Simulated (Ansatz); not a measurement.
Crystal: Ru.

```
Ru
1.0
     2.70580    0.00000    0.00000
    -1.35290    2.34329    0.00000
     0.00000    0.00000    4.28190
Ru
2
Direct
  0.66667 0.33333 0.75000
  0.33333 0.66667 0.25000
```

| Quantity | Value |
| --- | --- |
| Program | Ansatz 0.2.0 |
| Task | relaxation of cell and atoms |
| Functional | revPBE |
| Dispersion | D3(BJ) |
| Potentials or basis | Ansatz PAW |
| Cutoff | 420 eV (not typed: the program's choice for these potentials) |
| k mesh | 11 × 11 × 6 |
| Occupations | fermi-dirac, width 0.05 eV |
| Spin | no spin polarisation |

At the start: volume 13.57 Å³/atom.

**Question.** Where does the relaxation end?

**Answer.** It ends after 4 steps and the volume is 13.29 Å³/atom (-2.1 %); space group P6_3/mmc (No. 194, to 0.05 Å).

Step by step:
```csv
step,energy change (eV),largest force (eV/Å),volume (Å³)
1,0.0000,0.0000,27.15
2,-0.0128,0.0000,26.60
3,-0.0128,0.0000,26.58
4,-0.0125,0.0000,26.58
```

Final structure:
```yaml
crystal:
  lattice:
    - [2.68574, 0.00000, 0.00000]
    - [-1.34287, 2.32592, 0.00000]
    - [0.00000, 0.00000, 4.25446]
  atoms:
    - { symbol: Ru, position: [0.66667, 0.33333, 0.75000] }
    - { symbol: Ru, position: [0.33333, 0.66667, 0.25000] }
```

Caveat: the plane-wave basis is chosen anew once the cell has moved, so the energies of steps on either side of that aren't comparable; pairwise dispersion overbinds metals, which lowers pressure and volume; the PAW data sets come from PBE, with cores solved anew for the run's functional, which leaves a small shift of forces and pressure.
